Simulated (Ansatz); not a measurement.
AlCo: start and end of a relaxation

The guess for AlCo is a distorted database cell: AlCo type (Pm-3m) distorted into a subgroup (P4/mmm, No. 123) (largest shift (Å) 0.20).

POSCAR.start

```
Al Co
1.0
     2.82738    0.00000    0.00000
     0.00000    2.82738    0.00000
     0.00000    0.00000    5.60690
Al Co
2 2
Direct
  0.00000 0.00000 0.71453
  0.00000 0.00000 0.28547
  0.50000 0.50000 0.00000
  0.50000 0.50000 0.50000
```

These are results of DFT PBE, scalar-relativistic, plane waves, PAW (Ansatz), not measurements. Cutoff 420 eV, Gaussian smearing, Γ-centred meshes. Cell and atoms relax first on a coarse mesh and then on a finer one. In between, the cell is made exact in the group found at 0.06 Å. In metals the finer mesh still leaves noise of several meV/atom or more. The steps can't lower the symmetry of their start. Collinear spin, starting moments Co 3.0 (×2) μB.

POSCAR.end

```
Al Co
1.0
     2.85196    0.00000    0.00000
     0.00000    2.85196    0.00000
     0.00000    0.00000    2.85196
Al Co
1 1
Direct
  0.50000 0.50000 0.50000
  0.00000 0.00000 0.00000
```

The symmetry goes from P4/mmm (No. 123) to Pm-3m (No. 221), and the primitive cell from 4 to 2 atoms. The end has the caesium chloride type. The volume per atom grows by 3.5 %, from 11.2 to 11.6 Å³. The shortest distance goes from 2.33 Å (Al–Co) to 2.47 Å (Al–Co). The energy falls by about 0.19 eV/atom (the start's value is from the coarse mesh). The end is written in a standard setting, so origin, axes and order of atoms can differ from the start's.

```
Volume per atom                            : 11.60 Å³
Density                                    : 6.15 g/cm³
Formation energy                           : −0.59 eV/atom
Gap on the 16×16×8 mesh of the 4-atom cell : 0 eV (a metal)
Net moment per atom                        : 0.00 μB
Moment by site                             : all under 0.1 μB
```

Energies over the elements count from the elements' standard structures at the same level, with no fitted energy shifts. It lies below the elements, which doesn't yet make it stable against other compounds or structures.

The last run used collinear spin and Gaussian smearing of 0.10 eV. Symmetry constrained the relaxation, so the result can be a saddle point. In all, the 3 runs took 8.3 min on 1 thread of Intel(R) Xeon(R) Processor @ 2.50GHz (Skylake/Cascade Lake), on a shared host. Site moments count only spheres around the atoms; the net moment includes the space between them.
